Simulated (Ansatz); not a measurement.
# Zr3SiO8: the cost of one run

Computed with Ansatz 0.2.0 (DFT PBE, scalar-relativistic, plane waves, PAW, unless a step's input says otherwise).

## Step 1: The system as given

Symmetry: Pm-3m, No. 221, cubic system. Conventional cell: a = 5.173 Å, b = 5.173 Å, c = 5.173 Å, α = 90.00°, β = 90.00°, γ = 90.00°. Around Zr (site symmetry 4/mmm) lie 8 O at 2.24 Å. Si (site symmetry m-3m) is surrounded by 8 O at 2.24 Å. O (site symmetry 3m) has 3 Zr at 2.24 Å and 1 Si at 2.24 Å as nearest neighbours.

Structure file:

```
CELL_PARAMETERS angstrom
5.17315 0.00000 0.00000
0.00000 5.17315 0.00000
0.00000 0.00000 5.17315
ATOMIC_POSITIONS crystal
Zr 0.00000 0.00000 0.50000
Zr 0.50000 0.00000 0.00000
Zr 0.00000 0.50000 0.00000
Si 0.50000 0.50000 0.50000
O 0.25000 0.25000 0.75000
O 0.75000 0.25000 0.25000
O 0.25000 0.75000 0.25000
O 0.75000 0.75000 0.75000
O 0.75000 0.75000 0.25000
O 0.25000 0.75000 0.75000
O 0.75000 0.25000 0.75000
O 0.25000 0.25000 0.25000
```

The start is an ordering of an alloy on its end members' structure types: elements ordered on the sites of the ZrO2 type, Zr/Si on Zr (Pm-3m, No. 221).

## Step 2: Probe: one point on a coarse mesh

File input.yaml:

```yaml
crystal:
  lattice:
    - [5.17314833, 0.0, 0.0]
    - [0.0, 5.17314833, 0.0]
    - [0.0, 0.0, 5.17314833]
  atoms:
    - { symbol: Zr, position: [0.0, 0.0, 0.5] }
    - { symbol: Zr, position: [0.5, 0.0, 0.0] }
    - { symbol: Zr, position: [0.0, 0.5, 0.0] }
    - { symbol: Si, position: [0.5, 0.5, 0.5] }
    - { symbol: O, position: [0.25, 0.25, 0.75] }
    - { symbol: O, position: [0.75, 0.25, 0.25] }
    - { symbol: O, position: [0.25, 0.75, 0.25] }
    - { symbol: O, position: [0.75, 0.75, 0.75] }
    - { symbol: O, position: [0.75, 0.75, 0.25] }
    - { symbol: O, position: [0.25, 0.75, 0.75] }
    - { symbol: O, position: [0.75, 0.25, 0.75] }
    - { symbol: O, position: [0.25, 0.25, 0.25] }
basis:
  ecutwfc: 420
kpoints:
  mp_grid: { grid: [4, 4, 4] }
hamiltonian:
  xc: pbe
scf:
  occupations: { method: gaussian, width: 0.1 }
  lower_state_search: "off"
output:
  forces: true
  stress: true
  eigenvalues: true
```

Started as:

```sh
$ ansatz run input.yaml --threads 1 --pin off --max-ram 2560MiB --backend cpu --events-out ev --progress --plain --runs-dir out
```

**Question.** How long does this run take on 1 thread of Intel Xeon Platinum 8488C (Sapphire Rapids), shared host, and how much memory does it need?

About 3.4 s, with a peak of 0.47 GiB.
